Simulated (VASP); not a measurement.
Here is a VASP 6.6.1 calculation.

INCAR

```
PREC = Accurate
ENCUT = 600
EDIFF = 1E-6
ISMEAR = 0
SIGMA = 0.03
LREAL = False
LASPH = True
NELM = 80
ALGO = Normal
ISIF = 3
LWAVE = False
LCHARG = False
METAGGA = R2SCAN
LMIXTAU = True
IBRION = 2
NSW = 90
EDIFFG = -0.01
PSTRESS = 501.0
```

KPOINTS

```
regular mesh
0
Gamma
  8 8 8
```

POSCAR

```
SnSe
1.0
    3.1821000000      0.0000000000      0.0000000000
    0.0000000000      3.1821000000      0.0000000000
    0.0000000000      0.0000000000      3.1821000000
Sn Se
1 1
Direct
    0.5000000000      0.5000000000      0.5000000000
    0.0000000000      0.0000000000      0.0000000000
```

Potentials or basis: VASP PAW PBE potentials, release 64 (Sn_d, Se).

Command:

```bash
$ cat potpaw_PBE.64/Sn_d/POTCAR potpaw_PBE.64/Se/POTCAR > POTCAR
$ mpirun -np 1 vasp_std > vasp.out
```

Task: What does it give for the relaxed volume?

Result: 16.56 Å³/atom.

Task: Predict the band gap on the k mesh.

Result: None (metal or under the smearing width).

Task: Predict the relaxed cell.

Result: a = 3.211 Å, b = 3.211 Å, c = 3.211 Å, α = 90.00°, β = 90.00°, γ = 90.00°.

Final structure:
```
CELL_PARAMETERS angstrom
3.21127 0.00000 0.00000
0.00000 3.21127 0.00000
0.00000 0.00000 3.21127
ATOMIC_POSITIONS crystal
Sn 0.50000 0.50000 0.50000
Se 0.00000 0.00000 0.00000
```

Caveat: the cell is relaxed towards a set pressure, so the enthalpy falls and the energy may rise; the PAW data sets were made with another functional, which shifts forces and pressure a little.
